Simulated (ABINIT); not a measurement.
The system is Ti.

```
Ti
1.0
     0.00000    2.03000    2.03000
     2.03000    0.00000    2.03000
     2.03000    2.03000    0.00000
Ti
1
Direct
  0.00000 0.00000 0.00000
```

This isn't the form of Ti at room conditions, which is hcp.

```yaml
Program: ABINIT 10.8.3 (patched build)
Task: single point
Functional: PBE
Potentials_or_basis: JTH PAW PBE v2.0
Cutoff: 408 eV
k_mesh: 11 × 11 × 11
Occupations: fermi-dirac, width 0.05 eV
Spin: no spin polarisation
```

On this cell: pressure 4.4 GPa; band gap on the k mesh none (metal or under the smearing width).

The same run follows on a disturbed copy (cell strained at random at fixed volume):

```
CELL_PARAMETERS angstrom
0.02177 1.99869 2.03132
2.00646 0.00299 2.05009
2.03951 2.05051 -0.03005
ATOMIC_POSITIONS crystal
Ti 0.98433 0.00381 0.00663
```

**Question.** What changes?

**Answer.** The energy (extrapolated to zero smearing) moves by +5.9 meV/atom; pressure 4.5 GPa; band gap on the k mesh none (metal or under the smearing width).

Stress tensor (GPa, compression positive):
```
 5.07 -1.88  0.19
-1.88  4.82  1.54
 0.19  1.54  3.64
```
